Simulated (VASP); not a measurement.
# Si: restarted molecular dynamics, 2 variants

Si, Im-3m (no. 229), 12 atoms in the cell. PBE, molecular dynamics; PAW potentials Si (PBE set).

| Restart from | Temperature at the end (K) | The same without a restart (K) | Potential energy at the end (eV/atom) | The same without a restart (eV/atom) | Electronic steps in the first step after the restart | Time (s) |
|---|---|---|---|---|---|---|
| CONTCAR with velocities, WAVECAR read | 1330.0 | 1330.0 | -5.07031 | -5.07031 | 5 | 178 |
| CONTCAR with velocities, no WAVECAR | 1330.0 | 1330.0 | -5.07031 | -5.07031 | 16 | 168 |

Limits: 120 fs of 12 atoms are too short for converged averages.

## Input of the first row

INCAR.step1:
```
SYSTEM = Si
GGA      = PE             ! functional
PREC     = Normal         ! precision mode
ENCUT    = 250            ! plane-wave cutoff, eV
EDIFF    = 1E-6           ! SCF threshold, eV
NELMIN   = 4            
NELM     = 60             ! most SCF steps
ALGO     = Fast           ! electronic algorithm
LREAL    = Auto         
LASPH    = .True.         ! aspherical terms in the spheres
ISMEAR   = -1             ! smearing method
SIGMA    = 0.05           ! smearing width, eV
ISYM     = 0            
LWAVE    = .True.         ! write WAVECAR
LCHARG   = .False.        ! write CHGCAR
IBRION   = 0              ! ionic algorithm
NSW      = 30             ! ionic steps
POTIM    = 2.0            ! step
TEBEG    = 1000         
ISIF     = 2              ! what is computed and relaxed
RANDOM_SEED= 798945 0 0   
MDALGO   = 2            
SMASS    = 0            
KPAR     = 2             
```

INCAR.step2, as INCAR.step1 but for:
```
- LWAVE = .True.
+ LWAVE = .False.
```

KPOINTS:
```
k-points
0
Monkhorst-Pack
  2 2 2
```

POSCAR.step1:
```
Si
1.0
    6.6721663800      0.0000000000      0.0000000000
    0.0000000000      6.6721663800      0.0000000000
    0.0000000000      0.0000000000      6.6721663800
Si
12
Direct
    0.2500000000      0.0000000000      0.5000000000
    0.5000000000      0.0000000000      0.2500000000
    0.5000000000      0.2500000000      0.0000000000
    0.2500000000      0.5000000000      0.0000000000
    0.0000000000      0.2500000000      0.5000000000
    0.0000000000      0.5000000000      0.2500000000
    0.7500000000      0.5000000000      0.0000000000
    0.0000000000      0.5000000000      0.7500000000
    0.0000000000      0.7500000000      0.5000000000
    0.7500000000      0.0000000000      0.5000000000
    0.5000000000      0.7500000000      0.0000000000
    0.5000000000      0.0000000000      0.7500000000
```

Commands (each step's output is kept before the next begins):
```
cat potpaw_PBE.64/Si/POTCAR > POTCAR
cp INCAR.step1 INCAR
cp POSCAR.step1 POSCAR
mpirun -np 2 vasp_std > vasp.out
cp CONTCAR POSCAR
cp INCAR.step2 INCAR
mpirun -np 2 vasp_std > vasp.out
```

Changes of the last row against the first:
```
(step 1)
- LWAVE = True
+ LWAVE = False
```

VASP 6.6.1 took 178 s on 2 cores (Intel Xeon Platinum 8375C @ 2.90GHz (Ice Lake)), a shared host.
